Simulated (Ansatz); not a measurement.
# Moving the screening of exact exchange in ZnS

```cif
data_structure
_symmetry_space_group_name_H-M 'F-43m'
_symmetry_Int_Tables_number 216
_cell_length_a 5.4040
_cell_length_b 5.4040
_cell_length_c 5.4040
_cell_angle_alpha 90.000
_cell_angle_beta 90.000
_cell_angle_gamma 90.000
_cell_volume 157.81
loop_
_atom_site_label
_atom_site_type_symbol
_atom_site_symmetry_multiplicity
_atom_site_Wyckoff_symbol
_atom_site_fract_x
_atom_site_fract_y
_atom_site_fract_z
_atom_site_occupancy
Zn1 Zn 4 c 0.25000 0.25000 0.25000 1
S1 S 4 a 0.00000 0.00000 0.00000 1
```

Kept alike: task single point; functional HSE06 form with a typed share of exact exchange; k mesh 5 × 5 × 5; occupations fermi-dirac, width 0.05 eV; no spin polarisation. Program: Ansatz, Ansatz PAW, cutoff 420 eV. Exact-exchange share held at 0.25. The mesh is that of the run's cell of 2 atoms. No spin-orbit coupling.

| screening of exact exchange, ω (Å⁻¹) | pressure (GPa) |
| --- | --- |
| 0.1 | 0.85 |
| 0.15 | 0.90 |
| 0.2 | 0.96 |
| 0.3 | 1.13 |
| 0.4 | 1.33 |
| 0.6 | 1.69 |

The k mesh is coarse, so the values aren't converged. Pressure is positive in compression, with a Pulay correction for the finite cutoff. All rows use potentials made for PBE. The mesh is thin for exact exchange.

The pressure rises from 0.85 to 1.69 GPa between 0.1 and 0.6 Å⁻¹.
